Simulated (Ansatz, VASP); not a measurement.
## Two plane-wave programs on TiNi

```
Ti Ni
1.0
     2.70224    0.00000    0.00000
     0.00000    2.70224    0.00000
     0.00000    0.00000    3.42031
Ti Ni
1 1
Cartesian
  1.3511 1.3511 1.7102
  0.0000 0.0000 0.0000
```

Alike in both runs: functional LDA; k mesh 14 × 14 × 10; occupations fermi-dirac, width 0.05 eV; no spin polarisation.

Ansatz relaxed the structure, and its values are those at the end. VASP's run is a single point on that final structure, the one shown.

|  | VASP | Ansatz |
| --- | --- | --- |
| version | VASP 6.6.1 | Ansatz 0.2.0 |
| potentials or method | VASP PAW LDA potentials, release 64 (Ti_sv, Ni) | PAW with Ansatz's default frozen-core files, scalar-relativistic |
| plane-wave cutoff (eV) | 520 | 420 |
| valence electrons in the cell | 22 | 30 |

|  | VASP | Ansatz | Ansatz less VASP |
| --- | --- | --- | --- |
| pressure (GPa) | 0.0 | 0.0 | -0.01 |

The two sets of potentials don't hold the same shells in valence.

Spin polarisation is off, so any magnetic state and its effect on volume and gap are missing.
